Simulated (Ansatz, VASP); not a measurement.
## BN in VASP and in Ansatz

```
CELL_PARAMETERS angstrom
1.25112 0.72234 3.37293
-1.25112 0.72234 3.37293
0.00000 -1.44467 3.37293
ATOMIC_POSITIONS crystal
N 0.66724 0.66724 0.66724
B 0.00033 0.00033 0.00033
```

The cell is a database's computed one.

Alike in both runs: task single point; functional PBE; k mesh 12 × 12 × 12; occupations gaussian, width 0.014 eV; no spin polarisation.

|  | VASP | Ansatz |
| --- | --- | --- |
| version | VASP 6.6.1 | Ansatz 0.2.0 |
| potentials or method | VASP PAW PBE potentials, release 64 (N, B) | Ansatz PAW |
| plane-wave cutoff (eV) | 520 | 420 |
| valence electrons in the cell | 8 | 8 |

Ansatz gave:

| Property | Result |
| --- | --- |
| gap on the k mesh at the Fermi level (eV) | 4.29 |
| least direct gap on the mesh (eV) | 4.70 |
| pressure (GPa) | 3.6 |
| largest component of the traceless stress (GPa) | 1.20 |

Q: What did VASP give for the same quantities?

A: gap on the k mesh at the Fermi level (eV): 4.28; least direct gap on the mesh (eV): 4.70; pressure (GPa): 3.6; largest component of the traceless stress (GPa): 1.40.

Caveats: the pressure holds a Pulay correction of +0.6 GPa for the finite cutoff (Ansatz). A k mesh can miss the band edges.
